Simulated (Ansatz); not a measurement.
# Barium (A15) across density functionals

All rows: Ansatz, plane waves with scalar-relativistic PAW, 420 eV (500 eV for the SCAN forms), relaxed under each functional, no dispersion correction, no zero-point motion. B₀ comes from uniform scaling at fixed shape; a dash is a value not given.

| functional | V (Å³/atom) | cell | magnetic state | ΔE to bcc (meV/atom) |
| --- | --- | --- | --- | --- |
| PBE | 64.53 | a = 8.022 Å | spin not included | 49 |
| r²SCAN | 66.88 | a = 8.118 Å | spin not included | 54 |
| PBEsol | 58.89 | a = 7.781 Å | spin not included | 50 |
| revPBE | 68.40 | a = 8.179 Å | spin not included | 47 |
| BLYP | 67.61 | a = 8.148 Å | spin not included | 44 |

(1) What does RPBE give?

Answers

(1) V (Å³/atom): 70.22; cell: a = 8.251 Å; magnetic state: spin not included; ΔE to bcc (meV/atom): 47.
